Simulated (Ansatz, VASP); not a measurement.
**Two plane-wave programs on Be**

File INCAR:

```
SYSTEM = Be
ALGO = Normal
DIPOL = 0.5 0.5 0.500
EDIFF = 1E-6
ENCUT = 520
GGA = PE
IDIPOL = 3
ISIF = 2
ISMEAR = -1
LASPH = .TRUE.
LCHARG = .TRUE.
LDIPOL = .TRUE.
LELF = .TRUE.
LREAL = .FALSE.
LVACPOTAV = .TRUE.
LVHAR = .TRUE.
LWAVE = .FALSE.
NBANDS = 15
NELM = 60
PREC = Accurate
SIGMA = 0.05
```

File KPOINTS:

```
k-points
0
G
  21 21 1
  0 0 0
```

Contents of POSCAR:

```
Be
1.0
    2.2613065234      0.0000000000      0.0000000000
   -1.1306532617      1.9583488950      0.0000000000
    0.0000000000      0.0000000000     24.9226000000
Be
6
Direct
    0.8333333330      0.1666666670      0.3209946222
    0.1666666670      0.8333333330      0.3925967734
    0.8333333330      0.1666666670      0.4641989244
    0.1666666670      0.8333333330      0.5358010756
    0.8333333330      0.1666666670      0.6074032266
    0.1666666670      0.8333333330      0.6790053778
```

Input for Ansatz:

```yaml
crystal:
  lattice:
    - [2.2613065234, 0.0, 0.0]
    - [-1.1306532617, 1.958348895, 0.0]
    - [0.0, 0.0, 24.9226]
  atoms:
    - { symbol: Be, position: [0.833333333, 0.166666667, 0.3209946222] }
    - { symbol: Be, position: [0.166666667, 0.833333333, 0.3925967734] }
    - { symbol: Be, position: [0.833333333, 0.166666667, 0.4641989244] }
    - { symbol: Be, position: [0.166666667, 0.833333333, 0.5358010756] }
    - { symbol: Be, position: [0.833333333, 0.166666667, 0.6074032266] }
    - { symbol: Be, position: [0.166666667, 0.833333333, 0.6790053778] }
kpoints:
  mp_grid: { grid: [21, 21, 1] }
scf:
  occupations: { method: fermi_dirac, width: 0.05 }
hamiltonian:
  xc: pbe
  pseudopotentials: { kind: paw }
output:
  forces: true
  stress: true
  eigenvalues: true
  populations: true
efield:
  axis: 3
  amplitude: 0
  dipole_correction: true
```

Alike in both runs: task single point; functional PBE; k mesh 21 × 21 × 1; occupations fermi-dirac, width 0.05 eV; no spin polarisation.

|  | VASP | Ansatz |
| --- | --- | --- |
| version | VASP 6.6.1 | Ansatz 0.2.0 |
| potentials or method | VASP PAW PBE potentials, release 64 (Be) | PAW with Ansatz's default frozen-core files, scalar-relativistic |
| plane-wave cutoff (eV) | 520 | 420 |
| valence electrons in the cell | 12 | 12 |

```tsv
	VASP	Ansatz	Ansatz less VASP
rms of the force components (eV/Å)	0.068	0.066	-0.0024
```

Atom by atom the forces differ by 0.002 eV/Å (rms over components). With one functional, cell and mesh, what is left measures potentials, basis and numerics.
